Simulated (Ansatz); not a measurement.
A computed series for Ti3SiC2: response to strain

Base system: Ti3SiC2 (space group P6_3/mmc, No. 194; a = 3.073 Å, c = 17.723 Å). Axes: x lies along a and z along c of the hexagonal cell.

Strains are applied to the cell and any free atomic positions relax; under stress the whole cell relaxes.

All numbers come from PBE, PAW, 420 eV (Ansatz, an electronic-structure program; spin-orbit coupling left out).

Candidates:
(a) tensor shear ε_xz = −1.57 %
(b) isotropic strain −5.50 %
(c) uniaxial stress, 2 GPa tension along x

Notes on the quantities. energy relative to the base: free energy F.

Order them by energy relative to the base, highest first.

(b) isotropic strain −5.50 % (+0.227 eV/atom), (a) tensor shear ε_xz = −1.57 % (+5.8 meV/atom), (c) uniaxial stress, 2 GPa tension along x (+0.5 meV/atom)

Without a gap, meshes like the base's 14×14×3 leave anisotropic stresses uncertain by several tenths of a GPa, and small strain energies with them. Beyond what the load breaks, stability against distortions was not tested. All final runs are without spin polarisation.
